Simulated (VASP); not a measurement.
# AlN (Fm-3m) in VASP: further runs, part 2 of 2

VASP 6.6.1. Earlier steps stand in the parts before.

**5. Single point, HSE06**

POSCAR reads:

```
AlN
1.0
    0.0000000000      2.0345180000      2.0345180000
    2.0345180000      0.0000000000      2.0345180000
    2.0345180000      2.0345180000      0.0000000000
Al N
1 1
Direct
    0.5000000000      0.5000000000      0.5000000000
    0.0000000000      0.0000000000      0.0000000000
```

INCAR.step1 reads:

```
SYSTEM = AlN
ALGO     = Normal         ! electronic algorithm
EDIFF    = 1E-5           ! SCF threshold, eV
ENCUT    = 350            ! plane-wave cutoff, eV
GGA      = PE             ! functional
ISIF     = 2              ! what is computed and relaxed
ISMEAR   = 0              ! smearing method
LASPH    = .True.         ! aspherical terms in the spheres
LREAL    = .False.        ! projectors in reciprocal space
LWAVE    = .True.         ! write WAVECAR
NBANDS   = 12             ! bands
NELM     = 100            ! most SCF steps
NKRED    = 1            
PREC     = Accurate       ! precision mode
SIGMA    = 0.01           ! smearing width, eV
```

INCAR.step2 reads:

```
SYSTEM = AlN
ALGO     = Normal         ! electronic algorithm
EDIFF    = 1E-6           ! SCF threshold, eV
ENCUT    = 350            ! plane-wave cutoff, eV
GGA      = PE             ! functional
HFSCREEN = 0.2            ! screening, 1/A
ISIF     = 2              ! what is computed and relaxed
ISMEAR   = 0              ! smearing method
ISTART   = 1            
LASPH    = .True.         ! aspherical terms in the spheres
LCHARG   = .False.        ! write CHGCAR
LHFCALC  = .True.         ! exact exchange
LREAL    = .False.        ! projectors in reciprocal space
LWAVE    = .False.        ! write WAVECAR
NBANDS   = 12             ! bands
NELM     = 100            ! most SCF steps
NKRED    = 1            
PREC     = Accurate       ! precision mode
PRECFOCK = Fast         
SIGMA    = 0.01           ! smearing width, eV
```

KPOINTS reads:

```
k-points
0
Gamma
  8 8 8
  0 0 0
```

Potentials or basis: VASP PAW PBE potentials, release 64 (Al, N).

The run is started by

```console
cat potpaw_PBE.64/Al/POTCAR potpaw_PBE.64/N/POTCAR > POTCAR
cp INCAR.step1 INCAR
mpirun -np 1 vasp_std > vasp.out
cp INCAR.step2 INCAR
mpirun -np 1 vasp_std > vasp.out
```

OUTCAR:

```text
SYSTEM = AlN
   EDIFF = 1E-6
   ENCUT = 350
   GGA = PE
   HFSCREEN = 0.2
   ISIF = 2
   ISMEAR = 0
   ISTART = 1
   LASPH = .True.
   LHFCALC = .True.
   LREAL = .False.
   NELM = 100
   NKRED = 1
   PREC = Accurate
   PRECFOCK = Fast

 Found     29 irreducible k-points:

 Following reciprocal coordinates:
            Coordinates               Weight
  0.000000  0.000000  0.000000      1.000000
  0.125000  0.000000  0.000000      8.000000
  0.250000  0.000000  0.000000      8.000000
  0.375000  0.000000  0.000000      8.000000
  0.500000  0.000000  0.000000      4.000000
  0.125000  0.125000  0.000000      6.000000
   k-points           NKPTS =     29   k-points in BZ     NKDIM =    512   number of bands    NBANDS=     12
   number of dos      NEDOS =    301   number of ions     NIONS =      2
   total plane-waves  NPLWV =   5832
   dimension x,y,z NGX =    18 NGY =   18 NGZ =   18
   dimension x,y,z NGXF=    36 NGYF=   36 NGZF=   36
   ions per type =               1   1
   NGX,Y,Z   is equivalent  to a cutoff of  10.40, 10.40, 10.40 a.u.
   NGXF,Y,Z  is equivalent  to a cutoff of  20.80, 20.80, 20.80 a.u.
 SYSTEM =  AlN
   PREC   = accura    normal or accurate (medium, high low for compatibility)
   ISTART =      1    job   : 0-new  1-cont  2-samecut
   ICHARG =      0    charge: 1-file 2-atom 10-const
   ISPIN  =      1    spin polarized calculation?
   LNONCOLLINEAR =      F non collinear calculations
   LSORBIT =      F    spin-orbit coupling
   LASPH  =      T    aspherical Exc in radial PAW
   ENCUT  =  350.0 eV  25.72 Ry    5.07 a.u.   4.39  4.39  4.39*2*pi/ulx,y,z
   NELM   =    100;   NELMIN=  2; NELMDL=  0     # of ELM steps
   EDIFF  = 0.1E-05   stopping-criterion for ELM
   LREAL  =      F    real-space projection
   EDIFFG = 0.1E-04   stopping-criterion for IOM
   NSW    =      0    number of steps for IOM
   IBRION =     -1    ionic relax: 0-MD 1-quasi-New 2-CG
   NFREE  =      0    steps in history (QN), initial steepest desc. (CG)
   ISIF   =      2    stress and relaxation
   ISYM   =      3    0-nonsym 1-usesym 2-fastsym
   POTIM  = 0.5000    time-step for ionic-motion
   TEBEG  =    0.0;   TEEND  =   0.0 temperature during run
   PSTRESS=    0.0 pullay stress
   NELECT =       8.0000    total number of electrons
   NUPDOWN=      -1.0000    fix difference up-down
   EMIN   =  10.00;   EMAX   =-10.00  energy-range for DOS
   EFERMI =   0.00;   METHOD = LEGACY
   ISMEAR =     0;   SIGMA  =   0.01  broadening in eV -4-tet -1-fermi 0-gaus
   EFERMI_NEDOS =   21; number of points for ismear=-14 and -15
   IALGO  =     38    algorithm
   IMIX   =      1    mixing-type and parameters
     AMIX     =   0.40;   BMIX     =  1.00
     AMIX_MAG =   1.60;   BMIX_MAG =  1.00
  volume/ion in A,a.u.               =       8.42        56.83
  Fermi-wavevector in a.u.,A,eV,Ry     =   1.277321  2.413786 22.198561  1.631548
  Thomas-Fermi vector in A             =   2.409927
   LORBIT       =      0    0 simple, 1 ext, 2 COOP (PROOUT), +10 PAW based schemes
   GGA     = PE    functional components
   LHFCALC =     T    Hartree Fock is set to
   PRECFOCK=fast      Normal, Fast or Accurate (Low or Medium for compatibility)
   ENCUT4O =  -1.0   cutoff for four orbital integrals eV
   NKREDX  =     1    reduce k-point grid by
   NKREDY  =     1    reduce k-point grid by
   NKREDZ  =     1    reduce k-point grid by
   AEXX    =    0.2500 exact exchange contribution
   HFSCREEN=    0.2000 screening length (either q_TF or 0.3 A-1)
   HFSCREENC=   0.2000 screening length for correlation (either q_TF or 0.3 A-1)
   ENCUTFOCK=  -1.0 apply spherical cutoff to Coloumb kernel
   IVDW    =     0    specifies the selected vdW correction
   LEPSILON=     F    determine dielectric tensor
   LRPA    =     F    only Hartree local field effects (RPA)
 non-spin polarized calculation
 Gauss-broadening in eV      SIGMA  =   0.01
  energy-cutoff  :      350.00
  volume of cell :       16.84
 maximum number of plane-waves:       262
 NGX is ok and might be reduce to    18
  NGX = 12; NGY = 12; NGZ = 12

 number of electron       7.9999995 magnetization

 Free energy of the ion-electron system (eV)
  ---------------------------------------------------
  ext. energy  EPLUGINS =         0.00000000
  ---------------------------------------------------
  free energy    TOTEN  =       -17.14055832 eV

  energy without entropy =      -17.14055832  energy(sigma->0) =      -17.14055832

 E-fermi :   8.9153     XC(G=0):  -9.9781

 val. band max:        8.8697826998   @ k =   0.0000   0.0000   0.0000
 cond. band min:      14.6460997212   @ k =   0.5000   0.5000   0.0000
 fundamental gap:      5.7763170214
 Fermi energy:         8.9153416123

 k-point     1 :       0.0000    0.0000    0.0000
  band No.  band energies     occupation
      1     -10.2160      2.00000
      2       8.8698      2.00000
      3       8.8698      2.00000
      4       8.8698      2.00000
      5      15.7422      0.00000
      6      22.6151      0.00000
      7      22.6151      0.00000
      8      22.6151      0.00000
      9      27.7506      0.00000
     10      28.4614      0.00000
     11      28.4614      0.00000
     12      29.5448      0.00000

 k-point     2 :       0.1250    0.0000    0.0000
  band No.  band energies     occupation
      1      -9.8800      2.00000
      2       7.2637      2.00000
      3       8.6725      2.00000
      4       8.6725      2.00000
      5      16.6763      0.00000
      6      21.4262      0.00000
      7      23.0475      0.00000
      8      23.0475      0.00000
      9      26.4209      0.00000
     10      26.4209      0.00000
     11      28.7443      0.00000
     12      31.0050      0.00000

 k-point     3 :       0.2500    0.0000    0.0000
  band No.  band energies     occupation
      1      -8.9261      2.00000
      2       4.1981      2.00000
      3       8.2545      2.00000
      4       8.2546      2.00000
      5      17.0580      0.00000
      6      21.7299      0.00000
      7      22.7264      0.00000
      8      22.7264      0.00000
      9      26.7974      0.00000
     10      26.7974      0.00000
     11      27.7341      0.00000
     12      36.2501      0.00000

 k-point     4 :       0.3750    0.0000    0.0000
  band No.  band energies     occupation
      1      -7.6128      2.00000
      2       1.3140      2.00000
      3       7.8797      2.00000
      4       7.8797      2.00000
      5      16.5052      0.00000
      6      21.7009      0.00000
      7      21.7009      0.00000
      8      23.4191      0.00000
      9      26.8855      0.00000
     10      29.5387      0.00000
     11      29.5388      0.00000
     12      39.0394      0.00000

 k-point     5 :       0.5000    0.0000    0.0000
  band No.  band energies     occupation
      1      -6.8306      2.00000
      2      -0.0229      2.00000
      3       7.7615      2.00000
      4       7.7616      2.00000
      5      16.2628      0.00000
      6      21.3048      0.00000
      7      21.3048      0.00000
      8      24.2019      0.00000
      9      26.6856      0.00000
     10      31.5772      0.00000
     11      31.5772      0.00000
     12      38.6178      0.00000

 k-point     6 :       0.1250    0.1250    0.0000
  band No.  band energies     occupation
      1      -9.7693      2.00000
      2       7.4001      2.00000
      3       8.2836      2.00000
      4       8.2836      2.00000
      5      17.1202      0.00000
      6      20.4185      0.00000
      7      23.5874      0.00000
      8      23.5874      0.00000
      9      24.0452      0.00000
     10      28.9804      0.00000
     11      30.4514      0.00000
     12      30.4514      0.00000

 [... further k-points ...]

------------------------ aborting loop because EDIFF is reached ----------------------------------------

  FORCE on cell =-STRESS in cart. coord.  units (eV):
  Direction    XX          YY          ZZ          XY          YZ          ZX
  --------------------------------------------------------------------------------------
  -------------------------------------------------------------------------------------
  Total       -1.9796896     -1.9796896     -1.9796896      0.0000000      0.0000000     -0.0000000
  in kB     -188.3185425   -188.3185425   -188.3185425      0.0000000      0.0000000     -0.0000000
  external PRESSURE =    -188.3185425 kB  Pullay stress =       0.0000000 kB

 VOLUME and BASIS-vectors are now :
 -----------------------------------------------------------------------------
  energy-cutoff  :      350.00
  volume of cell :       16.84
      direct lattice vectors                 reciprocal lattice vectors
     0.000000000  2.034518000  2.034518000    -0.245758455  0.245758455  0.245758455
     2.034518000  0.000000000  2.034518000     0.245758455 -0.245758455  0.245758455
     2.034518000  2.034518000  0.000000000     0.245758455  0.245758455 -0.245758455

 POSITION                                       TOTAL-FORCE (eV/Angst)
 -----------------------------------------------------------------------------------
      2.03452      2.03452      2.03452         0.000000      0.000000      0.000000
      0.00000      0.00000      0.00000        -0.000000      0.000000     -0.000000
 -----------------------------------------------------------------------------------
    total drift:                               -0.000015     -0.000022     -0.000022

  FREE ENERGIE OF THE ION-ELECTRON SYSTEM (eV)
  ---------------------------------------------------
  free  energy   TOTEN  =       -17.1405583229 eV

  energy  without entropy=      -17.1405583229  energy(sigma->0) =      -17.14055832
```

Wall time 3.9 min (1 thread of Intel Xeon Platinum 8488C (Sapphire Rapids), shared host); peak memory 0.22 GiB.

The run converged, but a check on its numbers failed (symmetry, net force, bounds or a known fault of this set-up), so they aren't taken as properties of the crystal.

Caveat: the cutoff lies under the usual one of these potentials, so the numbers hold a large basis-set error; the PAW data sets were made with another functional, which shifts forces and pressure a little.
